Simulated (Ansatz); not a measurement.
The reference is ZrO2 in the fluorite structure (space group Fm-3m, No. 225; a = 5.0893 Å). Axes: x, y, z lie along the cube axes.

Method: r2SCAN (Ansatz, a first-principles code, PAW, no SOC).

For the base:

Valley order: Γ 3.89 eV; X along ⟨100⟩ 4.29 eV; a point along ⟨110⟩, about 0.8 Å⁻¹ from Γ 4.29 eV; L along ⟨111⟩ 4.50 eV

Modification: tensor shear ε_xy = +1.75 % (engineering shear γ = 0.0350); the atoms relax in the strained cell.

### Question
Estimate the effect on the energy relative to the base, valley order and stress.

### Answer
The energy grows by 3.0 meV/atom; the valley order (the lowest conduction-band minima on the path, energy above the VBM, named in the base's zone) becomes Γ 3.88 eV; a point along [110], about 0.9 Å⁻¹ from Γ 4.17 eV; X along [001] 4.29 eV; X along [100] 4.30 eV (base: Γ 3.89 eV; X along ⟨100⟩ 4.29 eV; a point along ⟨110⟩, about 0.8 Å⁻¹ from Γ 4.29 eV; L along ⟨111⟩ 4.50 eV); the stress (xx, yy, zz, yz, xz, xy; compression positive) is (0.21, 0.21, 0.14, 0.00, 0.00, -2.48) GPa.

The levels and masses belong to the bands next to the band gap. Whether these cells are dynamically stable was not tested. This is not the structure that ZrO2 has at room temperature and ambient pressure.
